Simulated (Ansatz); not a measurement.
# TePt in Ansatz: the effect of functional

Crystal: TePt.

```
Pt Te
1.0
     2.00764    1.15911    6.74869
    -2.00764    1.15911    6.74869
     0.00000   -2.31823    6.74869
Pt Te
2 2
Direct
  0.12967 0.12967 0.12967
  0.87033 0.87033 0.87033
  0.40200 0.40200 0.40200
  0.59800 0.59800 0.59800
```

The cell isn't the ideal one: volume scaled by 1.04.

Alike in all runs:

- Program: Ansatz 0.2.0
- Task: single point
- Potentials or basis: Ansatz PAW
- k mesh: 8 × 8 × 8
- Occupations: fermi-dirac, width 0.05 eV
- Spin: no spin polarisation

```csv
functional,cutoff,pressure (GPa),largest force (eV/Å)
LDA,420 eV (not typed: the program's choice for these potentials),?,?
PBEsol,420 eV (not typed: the program's choice for these potentials),-4.9,0.36
r2SCAN,500 eV (not typed: the program's choice for these potentials),-2.3,0.33
```

Task: What does the run with functional LDA give?

Result: Pressure -7.3 GPa; largest force 0.52 eV/Å.

Caveats: the PAW data sets come from PBE, with cores solved anew for the run's functional, which leaves a small shift of forces and pressure.
